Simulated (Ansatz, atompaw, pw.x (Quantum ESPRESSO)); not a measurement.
# Zn (fcc): variants of one PAW (atompaw) potential in the solid

zinc, PAW, made with atompaw 4.2.0.5 (PBE, scalar-relativistic). Core [Ar] 3d10, reference 4s1.75 4p0.25. Waves: 4s (bound): rc 2.60 bohr; 4s channel at 0.05 Ry: rc 2.60 bohr; 4p (bound): rc 2.05 bohr; 4p channel at 0.75 Ry: rc 2.60 bohr; 4d channel at 0.1 Ry: rc 2.60 bohr. Local part: troulliermartins scheme with l = 3 at 0 Ry, radius 2.25 bohr. Core correction: smooth core density matched at 2.00 bohr. Augmentation charge: besselshape compensation charge, radius 2.55 bohr; PAW radius 2.60 bohr; waves and projectors: custom rrkj vanderbiltortho.

Crystal test: fcc Zn in pw.x 7.5, no spin, 14³ k-points, Fermi–Dirac smearing 0.01 Ry, cutoffs set for each file from its atomic test. The reference is all-electron LAPW (Ansatz 0.2.0) with the same functional, mesh and smearing; V0 and B0 come from Birch–Murnaghan fits to the pressures at five volumes. Errors are pseudo minus all-electron; Δ is the rms difference of the E(V) curves that follow from these fits, minima aligned, over ±6 % about the mean V0. Mesh and smearing are coarse, so the numbers serve the comparison and aren't converged zero-temperature values; the lattice is a test structure that the element need not adopt.

All-electron: a0 = 3.931 Å (V0 = 15.18 Å³/atom), B0 = 69.9 GPa.

Base: The logarithmic derivative shows an extra or strongly shifted pseudo pole above the reference energy (d near 1.31 Ry).

1 further variants are left out: they gave no file fit for a test, a broken result, the same result as the base, or pressures whose basis-set error rivals the error shown.

| change | cutoffs (Ry) | pw.x | a0 (Å) | a0 error (%) | B0 error (%) | Δ (meV/atom) | mean pressure error (GPa) |
| --- | --- | --- | --- | --- | --- | --- | --- |
| base | 40/400 | converged | 3.919 | -0.29 | -2.6 | 2.1 | -0.59 |
| local potential troulliermartins scheme with l = 3 at 0 Ry, radius 1.54 bohr | 40/400 | failed after 1 of 5 volumes: no self-consistency to 1e-9 Ry within 70 iterations | – | – | – | – | – |
| local potential troulliermartins scheme with l = 3 at 0 Ry, radius 1.84 bohr | 40/400 | converged | 3.915 | -0.39 | -2.3 | 2.8 | -0.79 |
| local potential troulliermartins scheme with l = 3 at 0 Ry, radius 2.12 bohr | 40/400 | converged | 3.918 | -0.32 | -2.5 | 2.3 | -0.65 |
| local potential troulliermartins scheme with l = 3 at 0 Ry, radius 2.46 bohr | 40/400 | converged | 3.921 | -0.25 | -2.7 | 1.8 | -0.51 |
